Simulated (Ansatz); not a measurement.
**H started at a bond centre in anatase TiO2, 109 atoms, charge −1**

Wanted: geometry, formation energy and gap levels of the defect, compared across PBEsol and HSE06.

Program: Ansatz 0.2.0, PAW, plane waves. These are calculated values, not measurements.

### 1 The system as built

109 atoms (36 Ti, 72 O, 1 H); a = 11.311 Å, b = 11.311 Å, c = 9.548 Å, α = 90.00°, β = 90.00°, γ = 90.00°. All atoms were shaken off their sites by about 0.02 Å along each axis. Defect site 1: (0.583, 0.500, 0.479).

Plan of the steps: (2) PBEsol relaxation at the single k point (¼, ¼, ¼), on 1 × NVIDIA GB200 with 8 threads of Arm Neoverse-V2; (3) HSE06 relaxation at the single k point (¼, ¼, ¼), on 1 × NVIDIA GB200 with 8 threads of Arm Neoverse-V2.

### 2 Relaxing the atoms with PBEsol

Contents of in.yaml:

```yaml
crystal:
  lattice:
    - [11.311282, 0.000005, -0.000027]
    - [0.000005, 11.311282, -0.000027]
    - [-0.000023, -0.000023, 9.548388]
  atoms:
    - { symbol: Ti, position: [0.997686, 0.002771, 0.997398] }
    - { symbol: Ti, position: [0.001420, 0.330466, 0.999958] }
    - { symbol: Ti, position: [0.999253, 0.664542, 0.000424] }
    - { symbol: Ti, position: [0.332168, 0.997838, 0.999244] }
    - { symbol: Ti, position: [0.334573, 0.332704, 0.998101] }
    - { symbol: Ti, position: [0.331950, 0.668233, 0.999995] }
    - { symbol: Ti, position: [0.669339, 0.998704, 0.999967] }
    - { symbol: Ti, position: [0.666857, 0.333130, 0.996966] }
    - { symbol: Ti, position: [0.667712, 0.667500, 0.002159] }
    - { symbol: Ti, position: [0.995849, 0.167062, 0.248186] }
    - { symbol: Ti, position: [0.001201, 0.500874, 0.250082] }
    - { symbol: Ti, position: [0.002876, 0.834979, 0.250096] }
    - { symbol: Ti, position: [0.335088, 0.166443, 0.250957] }
    - { symbol: Ti, position: [0.334033, 0.503146, 0.251947] }
    - { symbol: Ti, position: [0.330560, 0.834610, 0.250268] }
    - { symbol: Ti, position: [0.668471, 0.165598, 0.249899] }
    - { symbol: Ti, position: [0.667375, 0.501845, 0.251698] }
    - { symbol: Ti, position: [0.665591, 0.831372, 0.248751] }
    - { symbol: Ti, position: [0.167608, 0.002225, 0.752580] }
    - { symbol: Ti, position: [0.165716, 0.335571, 0.748709] }
    - { symbol: Ti, position: [0.166267, 0.668469, 0.751706] }
    - { symbol: Ti, position: [0.500114, 0.001314, 0.749833] }
    - { symbol: Ti, position: [0.500296, 0.333468, 0.749206] }
    - { symbol: Ti, position: [0.500308, 0.667113, 0.751615] }
    - { symbol: Ti, position: [0.833805, 0.000764, 0.747488] }
    - { symbol: Ti, position: [0.834062, 0.336380, 0.746371] }
    - { symbol: Ti, position: [0.830275, 0.666571, 0.749148] }
    - { symbol: Ti, position: [0.165787, 0.163827, 0.499337] }
    - { symbol: Ti, position: [0.164178, 0.499928, 0.506797] }
    - { symbol: Ti, position: [0.164636, 0.834505, 0.496828] }
    - { symbol: Ti, position: [0.497982, 0.165393, 0.500839] }
    - { symbol: Ti, position: [0.466803, 0.500409, 0.506019] }
    - { symbol: Ti, position: [0.500307, 0.832526, 0.499252] }
    - { symbol: Ti, position: [0.830964, 0.166361, 0.498843] }
    - { symbol: Ti, position: [0.832723, 0.503203, 0.501696] }
    - { symbol: Ti, position: [0.833729, 0.832284, 0.501958] }
    - { symbol: O, position: [0.001558, 0.002256, 0.208592] }
    - { symbol: O, position: [0.000479, 0.336253, 0.205121] }
    - { symbol: O, position: [0.996601, 0.668492, 0.207329] }
    - { symbol: O, position: [0.331919, 0.999640, 0.205261] }
    - { symbol: O, position: [0.331855, 0.333495, 0.207835] }
    - { symbol: O, position: [0.333152, 0.662054, 0.205855] }
    - { symbol: O, position: [0.666388, 0.999808, 0.208688] }
    - { symbol: O, position: [0.666036, 0.332810, 0.206369] }
    - { symbol: O, position: [0.664016, 0.671151, 0.204574] }
    - { symbol: O, position: [0.998478, 0.165927, 0.455668] }
    - { symbol: O, position: [0.001088, 0.501077, 0.458290] }
    - { symbol: O, position: [0.998045, 0.832213, 0.454493] }
    - { symbol: O, position: [0.333350, 0.166907, 0.460371] }
    - { symbol: O, position: [0.333975, 0.498733, 0.456467] }
    - { symbol: O, position: [0.333864, 0.833342, 0.458610] }
    - { symbol: O, position: [0.665441, 0.166950, 0.458560] }
    - { symbol: O, position: [0.698476, 0.500879, 0.451280] }
    - { symbol: O, position: [0.668436, 0.833692, 0.455411] }
    - { symbol: O, position: [0.002357, 0.164146, 0.042028] }
    - { symbol: O, position: [0.997566, 0.500324, 0.044335] }
    - { symbol: O, position: [0.999978, 0.835831, 0.041369] }
    - { symbol: O, position: [0.333108, 0.164436, 0.042095] }
    - { symbol: O, position: [0.333277, 0.498863, 0.040888] }
    - { symbol: O, position: [0.332350, 0.836507, 0.043544] }
    - { symbol: O, position: [0.664642, 0.164534, 0.040662] }
    - { symbol: O, position: [0.662233, 0.502893, 0.044513] }
    - { symbol: O, position: [0.667171, 0.837173, 0.040768] }
    - { symbol: O, position: [0.000770, 0.001322, 0.791862] }
    - { symbol: O, position: [0.999964, 0.330794, 0.791982] }
    - { symbol: O, position: [0.999132, 0.667588, 0.793478] }
    - { symbol: O, position: [0.332614, 0.000848, 0.789651] }
    - { symbol: O, position: [0.333248, 0.331906, 0.792641] }
    - { symbol: O, position: [0.336309, 0.667520, 0.791043] }
    - { symbol: O, position: [0.667413, 0.999951, 0.796086] }
    - { symbol: O, position: [0.667433, 0.333843, 0.793291] }
    - { symbol: O, position: [0.666278, 0.665120, 0.790825] }
    - { symbol: O, position: [0.165252, 0.166624, 0.290654] }
    - { symbol: O, position: [0.167377, 0.499355, 0.290102] }
    - { symbol: O, position: [0.166502, 0.836693, 0.292608] }
    - { symbol: O, position: [0.503684, 0.167073, 0.290039] }
    - { symbol: O, position: [0.500800, 0.497802, 0.291769] }
    - { symbol: O, position: [0.499132, 0.831515, 0.293649] }
    - { symbol: O, position: [0.833602, 0.164588, 0.289342] }
    - { symbol: O, position: [0.831506, 0.502104, 0.294352] }
    - { symbol: O, position: [0.830533, 0.833792, 0.292918] }
    - { symbol: O, position: [0.168263, 0.000757, 0.959977] }
    - { symbol: O, position: [0.165864, 0.333641, 0.957030] }
    - { symbol: O, position: [0.167507, 0.662969, 0.958858] }
    - { symbol: O, position: [0.498891, 0.999184, 0.959264] }
    - { symbol: O, position: [0.501371, 0.334536, 0.958583] }
    - { symbol: O, position: [0.498171, 0.667736, 0.958608] }
    - { symbol: O, position: [0.833997, 0.002184, 0.960644] }
    - { symbol: O, position: [0.835030, 0.334026, 0.960358] }
    - { symbol: O, position: [0.830970, 0.666231, 0.954030] }
    - { symbol: O, position: [0.165843, 0.002611, 0.540900] }
    - { symbol: O, position: [0.166360, 0.334408, 0.542075] }
    - { symbol: O, position: [0.167974, 0.666617, 0.541475] }
    - { symbol: O, position: [0.499821, 0.003900, 0.545382] }
    - { symbol: O, position: [0.504313, 0.333450, 0.543215] }
    - { symbol: O, position: [0.500684, 0.666264, 0.544951] }
    - { symbol: O, position: [0.833872, 0.999747, 0.543251] }
    - { symbol: O, position: [0.832830, 0.333920, 0.546289] }
    - { symbol: O, position: [0.833855, 0.667748, 0.541913] }
    - { symbol: O, position: [0.170431, 0.167510, 0.710358] }
    - { symbol: O, position: [0.164412, 0.497985, 0.707533] }
    - { symbol: O, position: [0.169184, 0.833789, 0.708065] }
    - { symbol: O, position: [0.499376, 0.169297, 0.705649] }
    - { symbol: O, position: [0.498533, 0.498209, 0.711757] }
    - { symbol: O, position: [0.496793, 0.832155, 0.712231] }
    - { symbol: O, position: [0.835491, 0.165651, 0.711801] }
    - { symbol: O, position: [0.830874, 0.498626, 0.704407] }
    - { symbol: O, position: [0.831440, 0.834040, 0.707833] }
    - { symbol: H, position: [0.581732, 0.495398, 0.480627] }
  symmetry: { detect: false }
kpoints:
  mp_grid: { grid: [1, 1, 1], shift: [0.25, 0.25, 0.25] }
hamiltonian:
  xc: pbesol
total_charge: -1
scf:
  occupations: { method: fermi_dirac, width: 0.01 }
relax:
  f_tol: 0.03
  max_steps: 80
  escape_saddle: false
  adjacent_minimum: "off"
output:
  forces: true
  eigenvalues: true
  populations: true
  charged_corrections: { epsilon: 40 }
```

Launch:

```
> ansatz run in.yaml --threads 8 --pin off --max-ram 118750MiB --runs-dir r --events-out ev --progress --plain --backend cuda --devices 0, --max-vram 170GiB
```

After this run come: Relaxing the atoms with HSE06.

Before running it: what results should come out? Wanted: for each run, formation energy; host gap; top filled to lowest empty.

The runs gave:

```
                           level        time  formation energy (eV)  host gap (eV)  top filled to lowest empty (eV)
              PBEsol, relaxation  15 s (GPU)                   2.79           2.21                             0.13
HSE06 (atoms relaxed with HSE06)  62 s (GPU)                   4.81           3.79                             0.28
```

| quantity | value |
| --- | --- |
| relaxation | 4 recorded steps, 0.05 eV gained |
| largest shift | 0.05 Å (H109) |

**What this shows.** The relaxation lowers the energy by 0.05 eV; the largest shift is 0.05 Å (H109). The formation energy at E_F = VBM goes from 2.79 eV (PBEsol) to 4.81 eV (HSE06 (atoms relaxed with HSE06)), as the host gap goes from 2.21 to 3.79 eV. The reservoirs are the elements' reference phases; where the defect changes the composition, the value depends on that choice. HSE06 (atoms relaxed with HSE06) shows no level inside the gap that the count of atoms sharing it marks as tightly localised. A filled level lies near or above the host's conduction edge and spreads over many atoms, so that electron is band-like or shallow, not bound in a deep state; the formation energy is then not that of a true charge state of the defect. The one k point lies off Γ, so the host's band edges aren't sampled; a defect level near or above the conduction edge can stay filled here though it would empty into the band on a fuller mesh. The host's edges were read at Γ, so band-like levels at this k point need not coincide with them. Finite-cell errors of some tenths of an eV remain in such numbers. The dielectric constant of 40 in the correction is an assumed value.
